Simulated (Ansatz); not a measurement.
# In16P15: the cost of one run

Computed with Ansatz 0.2.0 (DFT PBE, scalar-relativistic, plane waves, PAW, unless a step's input says otherwise).

2 further runs of the same task are left out: 2 set aside as unsound or not needed.

## Step 1: The structure to begin with

It takes space group F-43m (No. 216, cubic). Conventional cell: a = 5.960 Å, b = 5.960 Å, c = 5.960 Å, α = 90.00°, β = 90.00°, γ = 90.00°. In (site symmetry -43m) has 4 P at 2.58 Å as nearest neighbours. Around P (site symmetry -43m) lie 4 In at 2.58 Å.

Structure file:

```
In P
1.0
     0.00000    2.97989    2.97989
     2.97989    0.00000    2.97989
     2.97989    2.97989    0.00000
In P
1 1
Direct
  0.00000 0.00000 0.00000
  0.25000 0.25000 0.25000
```

It goes back to an entry of the Materials Project.

It is the result of an earlier relaxation at this level (volume 26.46 Å³/atom; gap on the mesh: 0.44 eV).

The host's static dielectric tensor, from an earlier linear-response run, has a mean of 15.08.

The perfect supercell (rows 3 -1 -1; -1 3 -1; -1 -1 3 in vectors of this cell) comes from an earlier run at this level (32 atoms, E(σ→0) -101664.1460 eV, gap 2.12 eV on its own mesh).

## Step 2: Making the defect

The atom at (0.250, 0.500, 0.000) of the supercell is taken out. The other atoms start on their ideal sites. Its neighbours are 4 In at 2.58 Å.

## Step 3: Charge state 0

File input.yaml:

```yaml
crystal:
  lattice:
    - [-5.9597880289, 5.9597880289, 5.9597880289]
    - [5.9597880289, -5.9597880289, 5.9597880289]
    - [5.9597880289, 5.9597880289, -5.9597880289]
  atoms:
    - { symbol: In, position: [0.5, 0.5, 0.0], spin: 0.25 }
    - { symbol: In, position: [0.5, 0.75, 0.75] }
    - { symbol: In, position: [0.5, 0.0, 0.5] }
    - { symbol: In, position: [0.75, 0.25, 0.0] }
    - { symbol: In, position: [0.5, 0.25, 0.25] }
    - { symbol: In, position: [0.75, 0.5, 0.75] }
    - { symbol: In, position: [0.75, 0.75, 0.5] }
    - { symbol: In, position: [0.0, 0.0, 0.0] }
    - { symbol: In, position: [0.75, 0.0, 0.25] }
    - { symbol: In, position: [0.0, 0.25, 0.75], spin: 0.25 }
    - { symbol: In, position: [0.0, 0.5, 0.5] }
    - { symbol: In, position: [0.25, 0.75, 0.0], spin: 0.25 }
    - { symbol: In, position: [0.0, 0.75, 0.25] }
    - { symbol: In, position: [0.25, 0.0, 0.75] }
    - { symbol: In, position: [0.25, 0.25, 0.5] }
    - { symbol: In, position: [0.25, 0.5, 0.25], spin: 0.25 }
    - { symbol: P, position: [0.25, 0.75, 0.75] }
    - { symbol: P, position: [0.25, 0.0, 0.5] }
    - { symbol: P, position: [0.5, 0.25, 0.0] }
    - { symbol: P, position: [0.25, 0.25, 0.25] }
    - { symbol: P, position: [0.5, 0.5, 0.75] }
    - { symbol: P, position: [0.5, 0.75, 0.5] }
    - { symbol: P, position: [0.75, 0.0, 0.0] }
    - { symbol: P, position: [0.5, 0.0, 0.25] }
    - { symbol: P, position: [0.75, 0.25, 0.75] }
    - { symbol: P, position: [0.75, 0.5, 0.5] }
    - { symbol: P, position: [0.0, 0.75, 0.0] }
    - { symbol: P, position: [0.75, 0.75, 0.25] }
    - { symbol: P, position: [0.0, 0.0, 0.75] }
    - { symbol: P, position: [0.0, 0.25, 0.5] }
    - { symbol: P, position: [0.0, 0.5, 0.25] }
  host:
    lattice:
      - [0.0, 2.9798940145, 2.9798940145]
      - [2.9798940145, 0.0, 2.9798940145]
      - [2.9798940145, 2.9798940145, 0.0]
    atoms:
      - { symbol: In, position: [0.0, 0.0, 0.0] }
      - { symbol: P, position: [0.25, 0.25, 0.25] }
basis:
  ecutwfc: 420
  xc_grid: 2
kpoints:
  mp_grid: { grid: [2, 2, 2], shift: [0.5, 0.5, 0.5] }
hamiltonian:
  xc: pbe
scf:
  occupations: { method: gaussian, width: 0.02 }
output:
  forces: true
  stress: false
  eigenvalues: true
  populations: true
  charged_corrections:
    defect_position: [0.25, 0.5, 0.0]
    epsilon: [[15.0794, 0.0, 0.0], [0.0, 15.0794, 0.0], [0.0, 0.0, 15.0794]]
  write_density: true
  write_potential: true
  elf: true
  volumetric_format: npy
magnetization:
  spin_polarized: true
relax:
  adjacent_minimum: "off"
  f_tol: 0.025
  max_steps: 45
```

Launch:

```
> ansatz run input.yaml --threads 4 --pin off --max-ram 6144MiB --backend cpu --events-out ev --progress --plain --runs-dir out
```

**Question.** How long does this run take on 4 threads of Arm Neoverse V1, shared host, and how much memory does it need?

About 1.8 min, with a peak of 2.8 GiB.
